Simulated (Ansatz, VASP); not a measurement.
**One calculation of HBr, two programs**

INCAR

```
PREC = Accurate
ENCUT = 520
EDIFF = 1E-7
ISMEAR = -1
SIGMA = 0.03
LREAL = F
LASPH = T
NELM = 80
ALGO = Normal
ISIF = 2
LWAVE = F
LCHARG = T
GGA = PS
LELF = T
LVHAR = T
NBANDS = 11
```

Contents of KPOINTS:

```
Automatic mesh
0
Gamma
  9 9 9
```

The input POSCAR:

```
HBr
1.0
    0.0000000000      2.8200000000      3.0315000000
    2.7775000000      0.0000000000      3.0315000000
    2.7775000000      2.8200000000      0.0000000000
H Br
1 1
Direct
    0.0000000000      0.0000000000      0.0000000000
    0.5000000000      0.5000000000      0.5000000000
```

Input for Ansatz:

```yaml
crystal:
  lattice:
    - [0.0, 2.82, 3.0315]
    - [2.7775, 0.0, 3.0315]
    - [2.7775, 2.82, 0.0]
  atoms:
    - { symbol: H, position: [0.0, 0.0, 0.0] }
    - { symbol: Br, position: [0.5, 0.5, 0.5] }
kpoints:
  mp_grid: { grid: [9, 9, 9] }
  band_path:
    path:
      - [0.0, 0.0, 0.0]
      - [0.5, 0.0, 0.5]
      - [0.5, 0.2173402871, 0.7173402871]
      - [0.5, 0.7826597129, 0.2826597129]
      - [0.5, 0.5, 0.0]
      - [0.7913761462, 0.5, 0.2913761462]
      - [0.2086238538, 0.5, 0.7086238538]
      - [0.0, 0.5, 0.5]
      - [0.241090941, 0.741090941, 0.5]
    npoints: 14
scf:
  occupations: { method: fermi_dirac, width: 0.03 }
hamiltonian:
  xc: pbesol
  pseudopotentials: { kind: all_electron, lapw: { basis_error: 0.001 } }
output:
  forces: true
  stress: true
  eigenvalues: true
  populations: true
```

Alike in both runs: task single point; functional PBEsol; k mesh 9 × 9 × 9; occupations fermi-dirac, width 0.03 eV; no spin polarisation.

|  | VASP | Ansatz |
| --- | --- | --- |
| version | VASP 6.6.1 | Ansatz 0.2.0 |
| potentials or method | VASP PAW PBE potentials, release 64 (H, Br) | all-electron LAPW, scalar-relativistic |
| plane-wave cutoff (eV) | 520 | see its input |

|  | VASP | Ansatz | Ansatz less VASP |
| --- | --- | --- | --- |
| pressure (GPa) | -8.5 | -8.5 | +0.02 |
| largest component of the traceless stress (GPa) | 3.22 | 3.22 | +0.001 |

Ansatz ran all-electron here, so the differences hold the error of VASP's frozen core and of both bases.

Caveats: the PAW data sets were made with another functional, which shifts forces and pressure a little (VASP).
